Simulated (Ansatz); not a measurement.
Crystal: TaSi2.

```
Ta Si
1.0
     4.78390    0.00000    0.00000
    -2.39195    4.14298    0.00000
     0.00000    0.00000    6.57000
Ta Si
3 6
Direct
  0.00000 0.50000 0.33333
  0.50000 0.50000 0.66667
  0.50000 0.00000 0.00000
  0.31794 0.15897 0.33333
  0.15897 0.84103 0.66667
  0.84103 0.68206 0.00000
  0.68206 0.84103 0.33333
  0.84103 0.15897 0.66667
  0.15897 0.31794 0.00000
```

```yaml
Program: Ansatz 0.2.0
Task: relaxation of cell and atoms
Functional: PBEsol
Dispersion: D3(BJ)
Potentials_or_basis: Ansatz PAW
Cutoff: "420 eV (not typed: the program's choice for these potentials)"
k_mesh: 7 × 7 × 4
Occupations: fermi-dirac, width 0.05 eV
Spin: no spin polarisation
```

At the start: volume 14.47 Å³/atom.

**Question.** Where does the relaxation end?

**Answer.** It ends after 6 steps and the volume is 13.85 Å³/atom (-4.2 %); space group P6_422 (No. 181, to 0.05 Å).

The path:
```
step  energy change (eV)  largest force (eV/Å)  volume (Å³)
   1              0.0000                0.0614       130.21
   2             -0.0415                0.2361       120.61
   3             -0.1518                0.0197       125.06
   4             -0.1527                0.0101       124.73
   5             -0.1528                0.0003       124.69
   6             -0.1514                0.0002       124.69
```

Final structure:
```yaml
crystal:
  lattice:
    - [4.70262, 0.00000, 0.00000]
    - [-2.35131, 4.07259, 0.00000]
    - [0.00000, 0.00000, 6.51080]
  atoms:
    - { symbol: Ta, position: [0.00000, 0.50000, 0.33333] }
    - { symbol: Ta, position: [0.50000, 0.50000, 0.66667] }
    - { symbol: Ta, position: [0.50000, 0.00000, 0.00000] }
    - { symbol: Si, position: [0.31933, 0.15966, 0.33333] }
    - { symbol: Si, position: [0.15966, 0.84034, 0.66667] }
    - { symbol: Si, position: [0.84034, 0.68067, 0.00000] }
    - { symbol: Si, position: [0.68067, 0.84034, 0.33333] }
    - { symbol: Si, position: [0.84034, 0.15966, 0.66667] }
    - { symbol: Si, position: [0.15966, 0.31933, 0.00000] }
```

Caveat: the plane-wave basis is chosen anew once the cell has moved, so the energies of steps on either side of that aren't comparable; pairwise dispersion overbinds metals, which lowers pressure and volume; the PAW data sets come from PBE, with cores solved anew for the run's functional, which leaves a small shift of forces and pressure.
